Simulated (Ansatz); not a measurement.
CdF2: changing the functional

```yaml
crystal:
  lattice:
    - [0.00000, 2.69400, 2.69400]
    - [2.69400, 0.00000, 2.69400]
    - [2.69400, 2.69400, 0.00000]
  atoms:
    - { symbol: Cd, position: [0.00000, 0.00000, 0.00000] }
    - { symbol: F, position: [0.75000, 0.75000, 0.75000] }
    - { symbol: F, position: [0.25000, 0.25000, 0.25000] }
```

Kept alike: task band structure; k mesh 5 × 5 × 5; occupations fermi-dirac, width 0.05 eV; no spin polarisation. Program: Ansatz, Ansatz PAW. Cutoffs run from 420 to 500 eV. The mesh is that of the run's cell of 3 atoms. No spin-orbit coupling.

| functional | pressure (GPa) |
| --- | --- |
| BLYP | 8.57 |
| HSE06 | 1.77 |
| LDA | -5.70 |
| PBE | 5.46 |
| PBEsol | -0.24 |
| RPBE | 10.26 |
| r2SCAN | 0.03 |
| revPBE | 9.02 |

Pressure is positive in compression, with a Pulay correction for the finite cutoff. All rows use potentials made for PBE.

Q: What does the functional change here?

A: The pressure runs from -5.70 (LDA) to 10.26 GPa (RPBE). From PBE: BLYP +3.11; HSE06 -3.69; LDA -11.16; PBEsol -5.70; RPBE +4.80; r2SCAN -5.43; revPBE +3.56. A positive pressure means that the functional's own cell is larger than the one given, a negative one that it is smaller.
